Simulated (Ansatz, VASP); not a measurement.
## HfO2 in VASP and in Ansatz

File POSCAR:

```
HfO2
1.0
   -0.0352399403      2.4939423791      2.4939423791
    2.4939423791     -0.0352399403      2.4939423791
    2.4939423791      2.4939423791     -0.0352399403
Hf O
1 2
Direct
    0.0000000000      0.0000000000      0.0000000000
    0.2511892326      0.2511892326      0.2511892326
    0.7488107674      0.7488107674      0.7488107674
```

The input INCAR.step1:

```
SYSTEM = HfO2
PREC = Accurate ; ENCUT = 520
ISMEAR = 0 ; SIGMA = 0.01
LREAL = .FALSE. ; LASPH = .TRUE.
NELM = 80 ; NBANDS = 18
GGA = PE ; ALGO = Normal
EDIFF = 1E-4 ; LWAVE = .TRUE.
LCHARG = .FALSE.
```

File INCAR.step2:

```
SYSTEM = HfO2
PREC = Accurate ; ENCUT = 520
EDIFF = 1E-6 ; ISMEAR = 0
SIGMA = 0.01 ; LREAL = .FALSE.
LASPH = .TRUE. ; NELM = 80
ALGO = Normal ; ISIF = 2
LWAVE = .FALSE. ; LCHARG = .FALSE.
METAGGA = R2SCAN ; LMIXTAU = .TRUE.
NBANDS = 18 ; ISTART = 1
```

The input KPOINTS:

```
regular mesh
0
G
  8 8 8
  0 0 0
```

Input for Ansatz:

```yaml
crystal:
  lattice:
    - [-0.0352399403, 2.4939423791, 2.4939423791]
    - [2.4939423791, -0.0352399403, 2.4939423791]
    - [2.4939423791, 2.4939423791, -0.0352399403]
  atoms:
    - { symbol: Hf, position: [0.0, 0.0, 0.0] }
    - { symbol: O, position: [0.2511892326, 0.2511892326, 0.2511892326] }
    - { symbol: O, position: [0.7488107674, 0.7488107674, 0.7488107674] }
kpoints:
  mp_grid: { grid: [8, 8, 8] }
  band_path:
    path:
      - [0.0, 0.0, 0.0]
      - [0.5, 0.0, 0.5]
      - [0.625, 0.25, 0.625]
      - [0.375, 0.375, 0.75]
      - [0.5, 0.5, 0.5]
      - [0.5, 0.25, 0.75]
    npoints: 1
hamiltonian:
  xc: r2scan
scf:
  occupations: { method: fixed }
  n_extra_bands: 4
output:
  forces: true
  stress: true
  eigenvalues: true
```

Change from the starting cell: shear_111 strain -2.1%.

Alike in both runs: task single point; functional r2SCAN; k mesh 8 × 8 × 8; no spin polarisation.

|  | VASP | Ansatz |
| --- | --- | --- |
| version | VASP 6.6.1 | Ansatz 0.2.0 |
| potentials or method | VASP PAW PBE potentials, release 64 (Hf_pv, O) | plane waves, PAW |
| plane-wave cutoff (eV) | 520 | 500 |
| occupations | gaussian, width 0.01 eV | fixed |
| valence electrons in the cell | 22 | 38 |

|  | VASP | Ansatz | Ansatz less VASP |
| --- | --- | --- | --- |
| gap on the k mesh at the Fermi level (eV) | 4.38 | 4.36 | -0.019 |
| pressure (GPa) | 1.9 | 6.0 | +4.18 |
| largest component of the traceless stress (GPa) | 1.07 | 1.11 | +0.046 |
| rms of the force components (eV/Å) | 0.007 | 0.000 | -0.0070 |

Atom by atom the forces differ by 0.007 eV/Å (rms over components). One of these differences is far larger than is usual between the two programs; its cause wasn't traced. The two sets of potentials don't hold the same shells in valence.

Caveats: the PAW data sets were made with another functional, which shifts forces and pressure a little (VASP); spin-orbit coupling is left out, which moves the levels of the heavy elements. A k mesh can miss the band edges.
